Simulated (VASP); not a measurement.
Input of a VASP 6.6.1 run:

INCAR

```
SYSTEM = TiPt3
  ALGO = Normal
  EDIFF = 1E-7
  EDIFFG = -0.005
  ENCUT = 600
  GGA = PE
  IBRION = 2
  ISIF = 3
  ISMEAR = 1
  LASPH = .True.
  LCHARG = .False.
  LREAL = .False.
  LWAVE = .False.
  NELM = 80
  NSW = 90
  PREC = Accurate
  SIGMA = 0.1
```

KPOINTS

```
k-points
0
Gamma
  10 10 10
  0 0 0
```

The input POSCAR:

```
TiPt3                                   
1.0
    3.9464702020      0.0000000000      0.0000000000
    0.0000000000      3.9464702020      0.0000000000
    0.0000000000      0.0000000000      3.9464702020
  Ti              Pt            
     1     3
Direct
     0.0000000000000000    0.0000000000000000    0.0000000000000000
     0.0000000000000000    0.5000000000000000    0.5000000000000000
     0.5000000000000000    0.0000000000000000    0.5000000000000000
     0.5000000000000000    0.5000000000000000    0.0000000000000000
```

Potentials or basis: VASP PAW PBE potentials, release 64 (Ti_sv, Pt).

Command:

```bash
$ cat potpaw_PBE.64/Ti_sv/POTCAR potpaw_PBE.64/Pt/POTCAR > POTCAR
$ mpirun -np 1 vasp_std > vasp.out
```

(1) Estimate the band gap on the k mesh.

## Answers

(1) none (metal or under the smearing width).

Caveat: the relaxation stopped at its first step, so nothing moved.
